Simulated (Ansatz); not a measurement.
**BN: sound and stiffness along [100], [110] and [111]**

The calculation used DFT PBEsol, scalar-relativistic, plane waves, PAW (Ansatz 0.2.0). Plane waves to 420 eV; Γ-centred k mesh 12×12×12; fixed occupations. No spin polarisation.

The cell, relaxed at this level:
```yaml
crystal:
  lattice:
    - [0.00000, 1.80285, 1.80285]
    - [1.80285, 0.00000, 1.80285]
    - [1.80285, 1.80285, 0.00000]
  atoms:
    - { symbol: B, position: [0.00000, 0.00000, 0.00000] }
    - { symbol: N, position: [0.75000, 0.75000, 0.75000] }
```

With ions relaxed, on the cubic axes: C11 = 791.9, C12 = 181.9, C44 = 455.7 GPa. The density is 3.516 g/cm³.

Problem. Is the crystal stable against strain, and how anisotropic is it?

Solution. Born's conditions hold: C11 + 2C12 = 1155.7, C11 − C12 = 609.9 and C44 = 455.7 GPa are all positive. B = (C11 + 2C12)/3 = 385.2 GPa. The two shear moduli are C44 and C′ = (C11 − C12)/2 = 305.0 GPa, so Zener's ratio is A = C44/C′ = 1.49: the tetragonal shear C′ is the soft one, as in many fcc and bcc metals and zincblende crystals. The Cauchy pressure C12 − C44 is -273.8 GPa; it would vanish for pair forces between atoms on inversion centres at zero pressure, and a negative value is usual with directional bonding, though many-body forces give one in some ionic oxides too.

Problem. Give the sound speeds along the three symmetry directions.

Solution. The Christoffel equation gives ρv² for each branch:
```csv
direction,branch,ρv²,GPa,v (m/s)
[100],L,C11,791.9,15006
[100],T (×2),C44,455.7,11384
[110],L,(C11 + C12 + 2C44)/2,942.6,16373
[110],"T, u ∥ [001]",C44,455.7,11384
[110],"T, u ∥ [1-10]",(C11 − C12)/2,305.0,9313
[111],L,(C11 + 2C12 + 4C44)/3,992.9,16804
[111],T (×2),(C11 − C12 + C44)/3,355.2,10051
```

In a piezoelectric crystal some branches stiffen further, which is left out.

Problem. How does Young's modulus depend on direction?

Solution. Inverting gives S11 = 1.381, S12 = -0.258, S44 = 2.194 TPa⁻¹. Along a unit vector (l, m, n), 1/E = S11 − 2(S11 − S12 − S44/2)(l²m² + m²n² + n²l²), where the last bracket is 0, 1/4 and 1/3 for [100], [110] and [111]: E = 724, 901 and 981 GPa. With A > 1 the body diagonal is stiffest. For a film on (001), the biaxial modulus is C11 + C12 − 2C12²/C11 = 890 GPa and the normal strain is −2C12/C11 = -0.46 times the in-plane one.

Cubic BN resists shear almost as strongly as it resists compression: C44 exceeds the bulk modulus, and even the softer C′ reaches 305.0 GPa. This reflects short, strong sp³ bonds between two second-period atoms, whose small cores and compact 2p shells make changes of bond angle costly as well as changes of length. The anisotropy follows from the tetrahedral network. The tetragonal shear behind C′ is taken up mainly by bending bond angles, whereas the shear behind C44 also stretches bonds, even after the sublattices have relaxed against each other. Pulling along [111] loads one set of bonds head-on, while a pull along [100] can be partly accommodated by opening and closing angles, so Young's modulus rises from 724 to 981 GPa. The longitudinal speeds follow the same order, and piezoelectric stiffening would not upset it, since in zincblende symmetry it raises the [111] longitudinal branch but leaves those along [100] and [110] unchanged. The positive Born combinations establish resistance to small homogeneous strains, not thermodynamic preference over the layered polymorphs.
